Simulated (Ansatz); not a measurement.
**TaN: checking dH/dP = V**

Theory: DFT r2SCAN, scalar-relativistic, plane waves, PAW (Ansatz). Run with 500 eV cutoff, 18×18×14 k-mesh, Gaussian smearing of 0.10 eV, no spin polarisation.

The relaxed crystal:

```
Ta N
1.0
     2.93615    0.00000    0.00000
    -1.46808    2.54278    0.00000
     0.00000    0.00000    2.88462
Ta N
1 1
Direct
  0.33333 0.66667 0.50000
  0.00000 0.00000 0.00000
```

Cell and atoms were relaxed at each target pressure within the start's symmetry (P-6m2), at zero temperature; other phases can be more stable under pressure. H = E + PV with P the target; E is the free energy at the smearing used, whose derivative the pressure is, per atom and counted from zero pressure.

Spin–orbit coupling is left out, which can shift energies with elements as heavy as these.

| P (GPa) | V (Å³/atom) | E − E0 (meV) | H − H0 (meV) |
| --- | --- | --- | --- |
| 0 | 10.768 | 0.0 | 0.0 |
| 2 | 10.708 | 0.4 | 134.0 |
| 5 | 10.623 | 2.2 | 333.7 |
| 10 | 10.488 | 8.5 | 663.1 |
| 20 | 10.243 | 31.3 | 1309.9 |
| 40 | 9.826 | 108.4 | 2561.5 |

Thermodynamics gives dH/dP = V along a relaxed path. Integrate V over P by the trapezoid rule and compare with the computed enthalpies.

With 1 eV/Å³ = 160.22 GPa, each step adds the mean volume times ΔP / 160.22:
| P (GPa) | ∫V dP (meV) | H − H0 (meV) | difference (meV) |
| --- | --- | --- | --- |
| 2 | 134.0 | 134.0 | 0.0 |
| 5 | 333.8 | 333.7 | 0.0 |
| 10 | 663.2 | 663.1 | 0.0 |
| 20 | 1310.2 | 1309.9 | 0.2 |
| 40 | 2562.7 | 2561.5 | 1.2 |

V(P) curves upward, so the trapezoid rule runs high; integrating a smooth curve through the same points (P as a polynomial of degree 4 in ln V) puts that excess at about 1.1 meV at 40 GPa, against the 1.2 meV found.

At 40 GPa, how much of the enthalpy change is stored energy and how much is the PV term?

E rises by 108 meV/atom and PV is 40 × 9.826 / 160.22 = 2453 meV/atom, so PV makes 96 % of ΔH. So between rival structures at high pressure a small difference in volume can outweigh the difference in energy: 1 % of this volume is worth 24.5 meV/atom at this pressure.

What bulk modulus do the lowest pressures give, and how is the compression shared among the axes?

From the pressures that the runs reached, -2.00 GPa (10.829 Å³) and 2.00 GPa (10.708 Å³), B = −ΔP/Δln V = 4.00 / 0.0112 = 359 GPa, a mean over that range. The linear compressibilities −Δln(length)/ΔP are 0.99 along a, 0.99 along b, 0.82 along c (in TPa⁻¹). With fixed angles they add up to 1/B: 2.79 against 2.79. Softest: a and b, at 35 % of the volume change per axis.

This form isn't the usual stable structure of the compound.